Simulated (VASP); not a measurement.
A run of VASP 6.6.1 is set up as follows.

INCAR

```
SYSTEM = GaAs
  PREC = Accurate
  ENCUT = 520
  EDIFF = 1E-6
  ISMEAR = 0
  SIGMA = 0.01
  LREAL = .False.
  LASPH = .True.
  NELM = 100
  ALGO = Normal
  ISIF = 2
  LWAVE = .False.
  LCHARG = .False.
  GGA = PE
  NBANDS = 16
```

The input KPOINTS:

```
regular mesh
0
Gamma
  10 10 10
  0 0 0
```

File POSCAR:

```
GaAs
1.0
    0.0000000000      2.8815735056      2.8815735056
    2.8815735056      0.0000000000      2.8815735056
    2.8815735056      2.8815735056      0.0000000000
Ga As
1 1
Direct
    0.0000000000      0.0000000000      0.0000000000
    0.7500000000      0.7500000000      0.7500000000
```

Potentials or basis: VASP PAW PBE potentials, release 64 (Ga_d, As).

Run with:

```console
$ cat potpaw_PBE.64/Ga_d/POTCAR potpaw_PBE.64/As/POTCAR > POTCAR
$ mpirun -np 1 vasp_std > vasp.out
```

Q: Estimate the band gap on the k mesh.

A: 0.10 eV, direct.

Q: Predict the pressure.

A: -0.4 GPa.
